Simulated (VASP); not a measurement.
# Ce (Im-3m) in VASP: notebook

Runs on Ce. Level: PBEsol. Tasks: single point, relaxation of cell and atoms.

All numbers are computed with VASP 6.6.1; they aren't measurements. Logs are shortened: lines on timing, memory, paths and dates and some standing lists are left out, and cuts for length are marked.

### 1 Starting point

The structure is cubic, space group Im-3m (No. 229). The conventional cell has a = 3.658 Å, b = 3.658 Å, c = 3.658 Å, α = 90.00°, β = 90.00°, γ = 90.00°. Ce (site symmetry m-3m) has 8 Ce at 3.17 Å as nearest neighbours.

This isn't the form of Ce at room conditions, which is fcc.

### 2 Single point, PBEsol, collinear spin, typed start

Contents of INCAR:

```
PREC     = Accurate       # precision mode
ENCUT    = 520            # plane-wave cutoff, eV
EDIFF    = 1E-6           # SCF threshold, eV
ISMEAR   = 1              # smearing method
SIGMA    = 0.1            # smearing width, eV
LREAL    = F              # projectors in reciprocal space
LASPH    = T              # aspherical terms in the spheres
NELM     = 150            # most SCF steps
ALGO     = Normal         # electronic algorithm
ISIF     = 2              # what is computed and relaxed
LWAVE    = F              # write WAVECAR
LCHARG   = T              # write CHGCAR
ISPIN    = 2              # spin polarisation
MAGMOM   = 1              # initial moments
LORBIT   = 11             # projections on sites
LMAXMIX  = 6              # l up to which the mixer works
GGA      = PS             # functional
LELF     = T              # ELF
LVHAR    = T            
NBANDS   = 16             # bands
```

Contents of KPOINTS:

```
regular mesh
0
Gamma
  8 8 8
```

Contents of POSCAR:

```
Ce
1.0
   -1.8291098049      1.8291098049      1.8291098049
    1.8291098049     -1.8291098049      1.8291098049
    1.8291098049      1.8291098049     -1.8291098049
Ce
1
Direct
    0.0000000000      0.0000000000      0.0000000000
```

Potentials or basis: VASP PAW PBE potentials, release 64 (Ce).

On the command line:

```sh
> cat potpaw_PBE.64/Ce/POTCAR > POTCAR
> mpirun -np 1 vasp_std > vasp.out
```

OUTCAR:

```text
PREC = Accurate
   ENCUT = 520
   EDIFF = 1E-6
   ISMEAR = 1
   LREAL = F
   LASPH = T
   NELM = 150
   ISIF = 2
   ISPIN = 2
   LORBIT = 11
   GGA = PS

 ion  position               nearest neighbor table
   1  0.000  0.000  0.000-

  LATTYP: Found a body centered cubic cell.
 ALAT       =     3.6582196098

  Lattice vectors:

 A1 = (  -1.8291098049,   1.8291098049,   1.8291098049)
 A2 = (   1.8291098049,  -1.8291098049,   1.8291098049)
 A3 = (   1.8291098049,   1.8291098049,  -1.8291098049)

Analysis of symmetry for initial positions (statically):
=====================================================================
 Subroutine PRICEL returns:
 Original cell was already a primitive cell.

 Routine SETGRP: Setting up the symmetry group for a
 body centered cubic supercell.

 Subroutine GETGRP returns: Found 48 space group operations
 (whereof 48 operations were pure point group operations)
 out of a pool of 48 trial point group operations.

The static configuration has the point symmetry O_h .

Analysis of symmetry for dynamics (positions and initial velocities):
=====================================================================
 Subroutine PRICEL returns:
 Original cell was already a primitive cell.

 Routine SETGRP: Setting up the symmetry group for a
 body centered cubic supercell.

 Subroutine GETGRP returns: Found 48 space group operations
 (whereof 48 operations were pure point group operations)
 out of a pool of 48 trial point group operations.

The dynamic configuration has the point symmetry O_h .

Analysis of structural, dynamic, and magnetic symmetry:
=====================================================================
 Subroutine PRICEL returns:
 Original cell was already a primitive cell.

 Routine SETGRP: Setting up the symmetry group for a
 body centered cubic supercell.

 Subroutine GETGRP returns: Found 48 space group operations
 (whereof 48 operations were pure point group operations)
 out of a pool of 48 trial point group operations.

The overall configuration has the point symmetry O_h .

 Subroutine INISYM returns: Found 48 space group operations
 (whereof 48 operations are pure point group operations),
 and found     1 'primitive' translations

----------------------------------------------------------------------------------------

                                     Primitive cell

  volume of cell :      24.4782

  direct lattice vectors                    reciprocal lattice vectors
    -1.829109805  1.829109805  1.829109805     0.000000000  0.273357017  0.273357017
     1.829109805 -1.829109805  1.829109805     0.273357017  0.000000000  0.273357017
     1.829109805  1.829109805 -1.829109805     0.273357017  0.273357017  0.000000000

  length of vectors
     3.168111115  3.168111115  3.168111115     0.386585201  0.386585201  0.386585201

  position of ions in fractional coordinates (direct lattice)
     0.000000000  0.000000000  0.000000000

  ion indices of the primitive-cell ions
   primitive index   ion index
                 1           1

----------------------------------------------------------------------------------------

 KPOINTS: regular mesh

Automatic generation of k-mesh.
 Grid dimensions read from file:
 generate k-points for:    8    8    8

 Generating k-lattice:

  Cartesian coordinates                     Fractional coordinates (reciprocal lattice)
     0.000000000  0.034169627  0.034169627     0.125000000  0.000000000  0.000000000
     0.034169627  0.000000000  0.034169627     0.000000000  0.125000000  0.000000000
     0.034169627  0.034169627  0.000000000     0.000000000  0.000000000  0.125000000

  Length of vectors
     0.048323150  0.048323150  0.048323150

  Shift w.r.t. Gamma in fractional coordinates (k-lattice)
     0.000000000  0.000000000  0.000000000

 Subroutine IBZKPT returns following result:
 ===========================================

 Found     29 irreducible k-points:

 Following reciprocal coordinates:
            Coordinates               Weight
  0.000000  0.000000  0.000000      1.000000
  0.125000  0.000000  0.000000     12.000000
  0.250000  0.000000  0.000000     12.000000
  0.375000  0.000000  0.000000     12.000000
  0.500000  0.000000  0.000000      6.000000
  0.125000  0.125000  0.000000     24.000000
[... 16 lines left out ...]
 -0.250000  0.250000  0.250000      6.000000
 -0.375000  0.375000  0.250000     24.000000
 [... further k-points ...]
   k-points           NKPTS =     29   k-points in BZ     NKDIM =     29   number of bands    NBANDS=     16
   number of dos      NEDOS =    301   number of ions     NIONS =      1
   total plane-waves  NPLWV =  13824
   dimension x,y,z NGX =    24 NGY =   24 NGZ =   24
   dimension x,y,z NGXF=    48 NGYF=   48 NGZF=   48
   ions per type =               1
   NGX,Y,Z   is equivalent  to a cutoff of  12.59, 12.59, 12.59 a.u.
   NGXF,Y,Z  is equivalent  to a cutoff of  25.19, 25.19, 25.19 a.u.
 SYSTEM =  unknown system
   PREC   = accura    normal or accurate (medium, high low for compatibility)
   ISTART =      0    job   : 0-new  1-cont  2-samecut
   ICHARG =      2    charge: 1-file 2-atom 10-const
   ISPIN  =      2    spin polarized calculation?
   LNONCOLLINEAR =      F non collinear calculations
   LSORBIT =      F    spin-orbit coupling
   LASPH  =      T    aspherical Exc in radial PAW
   ENCUT  =  520.0 eV  38.22 Ry    6.18 a.u.   5.89  5.89  5.89*2*pi/ulx,y,z
   NELM   =    150;   NELMIN=  2; NELMDL= -5     # of ELM steps
   EDIFF  = 0.1E-05   stopping-criterion for ELM
   LREAL  =      F    real-space projection
   EDIFFG = 0.1E-04   stopping-criterion for IOM
   NSW    =      0    number of steps for IOM
   IBRION =     -1    ionic relax: 0-MD 1-quasi-New 2-CG
   NFREE  =      0    steps in history (QN), initial steepest desc. (CG)
   ISIF   =      2    stress and relaxation
   ISYM   =      2    0-nonsym 1-usesym 2-fastsym
   POTIM  = 0.5000    time-step for ionic-motion
   TEBEG  =    0.0;   TEEND  =   0.0 temperature during run
   PSTRESS=    0.0 pullay stress
   NELECT =      12.0000    total number of electrons
   NUPDOWN=      -1.0000    fix difference up-down
   EMIN   =  10.00;   EMAX   =-10.00  energy-range for DOS
   EFERMI =   0.00;   METHOD = LEGACY
   ISMEAR =     1;   SIGMA  =   0.10  broadening in eV -4-tet -1-fermi 0-gaus
   EFERMI_NEDOS =   21; number of points for ismear=-14 and -15
   IALGO  =     38    algorithm
   IMIX   =      4    mixing-type and parameters
     AMIX     =   0.40;   BMIX     =  1.00
     AMIX_MAG =   1.60;   BMIX_MAG =  1.00
  volume/ion in A,a.u.               =      24.48       165.19
  Fermi-wavevector in a.u.,A,eV,Ry     =   1.290849  2.439351 22.671270  1.666291
  Thomas-Fermi vector in A             =   2.422655
   LORBIT       =     11    0 simple, 1 ext, 2 COOP (PROOUT), +10 PAW based schemes
   GGA     = PS    functional components
   LHFCALC =     F    Hartree Fock is set to
   AEXX    =    0.0000 exact exchange contribution
   IVDW    =     0    specifies the selected vdW correction
   LEPSILON=     F    determine dielectric tensor
   LRPA    =     F    only Hartree local field effects (RPA)
 spin polarized calculation
 Methfessel and Paxton  Order N= 1 SIGMA  =   0.10
  energy-cutoff  :      520.00
  volume of cell :       24.48
 maximum number of plane-waves:       682
   NGX = 11   NGY = 11   NGZ = 11

 number of electron      11.9999999 magnetization      -0.0005294

 number of electron      11.9999999 magnetization       0.0001514

 Free energy of the ion-electron system (eV)
  ---------------------------------------------------
  ext. energy  EPLUGINS =         0.00000000
  ---------------------------------------------------
  free energy    TOTEN  =        -6.36612365 eV

  energy without entropy =       -6.36706876  energy(sigma->0) =       -6.36643869

 E-fermi :   9.9239     XC(G=0): -11.8174

 val. band max:        9.8620523106   @ k =   0.1250   0.0000   0.0000
 cond. band min:       9.9547829556   @ k =   0.3750   0.2500   0.0000
 fundamental gap:      0.0927306450
 Fermi energy:         9.9238986567

 spin component 1

 k-point     1 :       0.0000    0.0000    0.0000
  band No.  band energies     occupation
      1     -24.7961      1.00000
      2      -5.5231      1.00000
      3      -5.5231      1.00000
      4      -5.5231      1.00000
      5       7.4599      1.00000
      6      10.0305     -0.03066
[... 8 lines left out ...]
     15      11.8916     -0.00000
     16      15.1351      0.00000

 k-point     2 :       0.1250    0.0000    0.0000
  band No.  band energies     occupation
      1     -24.6975      1.00000
      2      -6.1252      1.00000
      3      -5.6948      1.00000
      4      -5.5360      1.00000
      5       8.1980      1.00000
      6       9.8619      0.92884
[... 8 lines left out ...]
     15      13.0736      0.00000
     16      14.6952      0.00000

 k-point     3 :       0.2500    0.0000    0.0000
  band No.  band energies     occupation
      1     -24.4495      1.00000
      2      -7.3980      1.00000
      3      -6.0826      1.00000
      4      -5.5684      1.00000
      5       8.5202      1.00000
      6       9.7586      1.02066
[... 8 lines left out ...]
     15      14.8895      0.00000
     16      15.4615      0.00000
[... 362 lines left out ...]
 k-point    23 :      -0.2500    0.2500    0.2500
  band No.  band energies     occupation
      1     -24.1534      1.00000
      2      -7.4865      1.00000
      3      -6.6935      1.00000
      4      -6.6935      1.00000
      5       8.6199      1.00000
      6      10.2718     -0.00001
[... 8 lines left out ...]
     15      13.6087      0.00000
     16      15.1741      0.00000

 k-point    24 :      -0.3750    0.3750    0.2500
  band No.  band energies     occupation
      1     -23.9296      1.00000
      2      -8.0976      1.00000
      3      -7.0768      1.00000
      4      -6.8168      1.00000
      5       8.1516      1.00000
      6       9.6796      1.00149
[... 8 lines left out ...]
     15      14.4158      0.00000
     16      17.6743      0.00000

 [... further k-points ...]

 spin component 2

 k-point     1 :       0.0000    0.0000    0.0000
  band No.  band energies     occupation
      1     -24.7961      1.00000
      2      -5.5232      1.00000
      3      -5.5232      1.00000
      4      -5.5232      1.00000
      5       7.4598      1.00000
      6      10.0307     -0.03079
[... 8 lines left out ...]
     15      11.8917     -0.00000
     16      15.1351      0.00000

 k-point     2 :       0.1250    0.0000    0.0000
  band No.  band energies     occupation
      1     -24.6976      1.00000
      2      -6.1253      1.00000
      3      -5.6948      1.00000
      4      -5.5360      1.00000
      5       8.1980      1.00000
      6       9.8621      0.92813
[... 8 lines left out ...]
     15      13.0736      0.00000
     16      14.6952      0.00000

 k-point     3 :       0.2500    0.0000    0.0000
  band No.  band energies     occupation
      1     -24.4495      1.00000
      2      -7.3980      1.00000
      3      -6.0826      1.00000
      4      -5.5684      1.00000
      5       8.5202      1.00000
      6       9.7587      1.02070
[... 8 lines left out ...]
     15      14.8896      0.00000
     16      15.4615      0.00000
[... 362 lines left out ...]
 k-point    23 :      -0.2500    0.2500    0.2500
  band No.  band energies     occupation
      1     -24.1535      1.00000
      2      -7.4865      1.00000
      3      -6.6935      1.00000
      4      -6.6935      1.00000
      5       8.6199      1.00000
      6      10.2719     -0.00000
[... 8 lines left out ...]
     15      13.6087      0.00000
     16      15.1741      0.00000

 k-point    24 :      -0.3750    0.3750    0.2500
  band No.  band energies     occupation
      1     -23.9296      1.00000
      2      -8.0976      1.00000
      3      -7.0769      1.00000
      4      -6.8168      1.00000
      5       8.1516      1.00000
      6       9.6796      1.00149
[... 8 lines left out ...]
     15      14.4158      0.00000
     16      17.6743      0.00000

 [... further k-points ...]

------------------------ aborting loop because EDIFF is reached ----------------------------------------

  FORCE on cell =-STRESS in cart. coord.  units (eV):
  Direction    XX          YY          ZZ          XY          YZ          ZX
  --------------------------------------------------------------------------------------
  -------------------------------------------------------------------------------------
  Total       -0.0188295     -0.0188295     -0.0188295      0.0000000     -0.0000000      0.0000000
  in kB       -1.2324535     -1.2324535     -1.2324535      0.0000000     -0.0000000      0.0000000
  external PRESSURE =      -1.2324535 kB  Pullay stress =       0.0000000 kB

 VOLUME and BASIS-vectors are now :
 -----------------------------------------------------------------------------
  energy-cutoff  :      520.00
  volume of cell :       24.48
      direct lattice vectors                 reciprocal lattice vectors
    -1.829109805  1.829109805  1.829109805     0.000000000  0.273357017  0.273357017
     1.829109805 -1.829109805  1.829109805     0.273357017  0.000000000  0.273357017
     1.829109805  1.829109805 -1.829109805     0.273357017  0.273357017  0.000000000

 POSITION                                       TOTAL-FORCE (eV/Angst)
 -----------------------------------------------------------------------------------
      0.00000      0.00000      0.00000         0.000000      0.000000      0.000000
 -----------------------------------------------------------------------------------
    total drift:                               -0.000000      0.000000     -0.000000

  FREE ENERGIE OF THE ION-ELECTRON SYSTEM (eV)
  ---------------------------------------------------
  free  energy   TOTEN  =        -6.3661236522 eV

  energy  without entropy=       -6.3670687621  energy(sigma->0) =       -6.36643869

 total charge

# of ion       s       p       d       f       tot
--------------------------------------------------
    1        2.070   5.532   1.431   0.980  10.013

 magnetization (x)

# of ion       s       p       d       f       tot
--------------------------------------------------
    1       -0.000  -0.000  -0.000   0.000   0.000
```

Run time: 16 s. Hardware: 1 thread of AMD EPYC 9R45 (Zen 5), shared host; peak memory 0.14 GiB.

Results:

* Free energy: -6.3661 eV
* Pressure: -0.1 GPa
* Band gap on the k mesh: none (metal or under the smearing width)
* Net moment: 0.00 μB per cell
* Valence electrons inside the program's atomic spheres: Ce 10.01

Levels at points of the mesh, in eV from the Fermi level:
Spin up:
```tsv
k point	band 3	band 4	band 5	band 6	band 7	band 8	band 9	band 10
(0.00, 0.00, 0.00)	-15.45	-15.45	-2.46	0.11	0.11	0.11	1.13	1.13
(0.50, 0.00, 0.00)	-16.50	-15.54	-2.34	-0.57	0.19	0.44	0.64	0.95
(0.50, 0.50, 0.50)	-17.71	-17.71	-3.08	-3.08	0.29	0.68	0.68	0.68
```
Spin down:
| k point | band 2 | band 3 | band 4 | band 5 | band 6 | band 7 | band 8 | band 9 | band 10 | band 11 |
| --- | --- | --- | --- | --- | --- | --- | --- | --- | --- | --- |
| (0.00, 0.00, 0.00) | -15.45 | -15.45 | -15.45 | -2.46 | 0.11 | 0.11 | 0.11 | 1.14 | 1.14 | 1.14 |
| (0.50, 0.00, 0.00) | -18.87 | -16.50 | -15.54 | -2.34 | -0.57 | 0.19 | 0.44 | 0.64 | 0.95 | 1.08 |
| (0.50, 0.50, 0.50) | -17.71 | -17.71 | -17.71 | -3.08 | -3.08 | 0.29 | 0.68 | 0.68 | 0.68 | 1.22 |

Caveat: the magnetic or orbital state may not be the lowest; the PAW data sets were made with another functional, which shifts forces and pressure a little; spin-orbit coupling is left out, which moves the levels of the heavy elements. The state reached can hang on the start; a lower one may exist.

### 3 Relaxation of cell and atoms, PBEsol, collinear spin, typed start

This run uses another cell than the first one, of 29.35 Å³/atom, 1.199 times its volume.

Contents of INCAR:

```
SYSTEM = Ce
PREC = Accurate
ENCUT = 600
EDIFF = 1E-6
ISMEAR = 1
SIGMA = 0.1
LREAL = .FALSE.
LASPH = .TRUE.
NELM = 150
ALGO = Normal
ISIF = 8
LWAVE = .FALSE.
LCHARG = .FALSE.
ISPIN = 2
MAGMOM = 1
LORBIT = 11
LMAXMIX = 6
GGA = PS
IBRION = 2
NSW = 80
EDIFFG = -0.01
```

Contents of KPOINTS:

```
Automatic mesh
0
G
  8 8 8
  0 0 0
```

Contents of POSCAR:

```
Ce
1.0
   -1.9433000000      1.9433000000      1.9433000000
    1.9433000000     -1.9433000000      1.9433000000
    1.9433000000      1.9433000000     -1.9433000000
Ce
1
Direct
    0.0000000000      0.0000000000      0.0000000000
```

Potentials or basis: VASP PAW PBE potentials, release 64 (Ce).

On the command line:

```sh
> cat potpaw_PBE.64/Ce/POTCAR > POTCAR
> mpirun -np 1 vasp_std > vasp.out
```

Run time: 72 s. Hardware: 1 thread of AMD EPYC 9R45 (Zen 5), shared host; peak memory 0.17 GiB.

Results (log left out):

- Free energy: -6.3673 eV
- Relaxed volume: 24.46 Å³/atom
- Relaxed cell: a = 3.167 Å, b = 3.167 Å, c = 3.167 Å, α = 109.47°, β = 109.47°, γ = 109.47°
- Space group after relaxing (to 0.05 Å): Im-3m (No. 229)
- Energy gained by relaxing: 102.5 meV/atom
- Ionic steps: 4
- Pressure after relaxing: 0.0 GPa
- Band gap on the k mesh: none (metal or under the smearing width)
- Net moment: 0.00 μB per cell
- Valence electrons inside the program's atomic spheres: Ce 10.02

The path:
```tsv
step	energy change (eV)	largest force (eV/Å)	pressure (GPa)	volume (Å³)
1	0.0000	0.0000	-5.50	29.35
2	-0.0987	0.0000	-1.44	25.28
3	-0.1024	0.0000	-0.11	24.55
4	-0.1025	0.0000	-0.01	24.46
```

Final structure:
```xyz
1
Lattice="-1.8286 1.8286 1.8286 1.8286 -1.8286 1.8286 1.8286 1.8286 -1.8286" Properties=species:S:1:pos:R:3 pbc="T T T"
Ce    1.8286    1.8286    1.8286
```

Levels at points of the mesh, in eV from the Fermi level:
Spin up:
```csv
k point,band 4,band 5,band 6,band 7,band 8,band 9
"(0.00, 0.00, 0.00)",-15.44,-2.46,0.11,0.11,0.11,1.14
"(0.50, 0.00, 0.00)",-15.54,-2.34,-0.57,0.19,0.44,0.64
"(0.50, 0.50, 0.50)",-17.71,-3.08,-3.08,0.29,0.68,0.68
```
Spin down:
| k point | band 3 | band 4 | band 5 | band 6 | band 7 | band 8 | band 9 | band 10 |
| --- | --- | --- | --- | --- | --- | --- | --- | --- |
| (0.00, 0.00, 0.00) | -15.44 | -15.44 | -2.46 | 0.11 | 0.11 | 0.11 | 1.14 | 1.14 |
| (0.50, 0.00, 0.00) | -16.50 | -15.54 | -2.34 | -0.57 | 0.19 | 0.44 | 0.64 | 0.95 |
| (0.50, 0.50, 0.50) | -17.71 | -17.71 | -3.08 | -3.08 | 0.29 | 0.68 | 0.68 | 0.68 |

Caveat: the magnetic or orbital state may not be the lowest; the volume moved by over 15 % at a fixed basis, so the end points are rough; the PAW data sets were made with another functional, which shifts forces and pressure a little; spin-orbit coupling is left out, which moves the levels of the heavy elements. The state reached can hang on the start; a lower one may exist.
